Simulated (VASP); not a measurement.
Wanted: the native input for a VASP 6.6.1 run.

| Item | Value |
| --- | --- |
| Task | single point |
| Functional | PBE |
| Potentials or basis | VASP PAW PBE potentials, release 64 (Sn_d, O) |
| Cutoff | 520 eV |
| k mesh | 4 × 4 × 6 |
| Occupations | gaussian, width 0.1 eV |
| Spin | no spin polarisation |
| Dipole correction | no |
| Further INCAR settings | ALGO = Normal; EDIFF = 1e-06; NBANDS = 35 |

The structure of SnO2 lies in POSCAR:

```
SnO2
1.0
    4.7648181900      0.0000000000      0.0000000000
    0.0000000000      4.7648181900      0.0000000000
    0.0000000000      0.0000000000      3.2074997400
Sn O
2 4
Direct
    0.5000000000      0.5000000000      0.5000000000
    0.0000000000      0.0000000000      0.0000000000
    0.1940277100      0.8059722800      0.5000000000
    0.8059722800      0.1940277100      0.5000000000
    0.3059723100      0.3059723100      0.0000000000
    0.6940277200      0.6940277200      0.0000000000
```

The cell is a database's computed one.

One way to write it, as run:

INCAR

```
PREC = Accurate
ENCUT = 520
EDIFF = 1E-6
ISMEAR = 0
SIGMA = 0.1
LREAL = F
LASPH = T
NELM = 100
ALGO = Normal
ISIF = 2
LWAVE = F
LCHARG = T
GGA = PE
LELF = T
LVHAR = T
NBANDS = 35
```

KPOINTS

```
Automatic mesh
0
Gamma
  4 4 6
```

Potentials or basis: VASP PAW PBE potentials, release 64 (Sn_d, O).

Run with:

```console
$ cat potpaw_PBE.64/Sn_d/POTCAR potpaw_PBE.64/O/POTCAR > POTCAR
$ mpirun -np 1 vasp_std > vasp.out
```

Results of the run:

* Pressure: 7.4 GPa
* Largest force: 0.041 eV/Å
* Band gap on the k mesh: 1.04 eV, direct

Caveat: spin-orbit coupling is left out, which moves the levels of the heavy elements.

Wall time 27 s on 1 thread of Intel(R) Xeon(R) Platinum 8488C (Sapphire Rapids), on a shared host, peak memory 0.19 GiB.
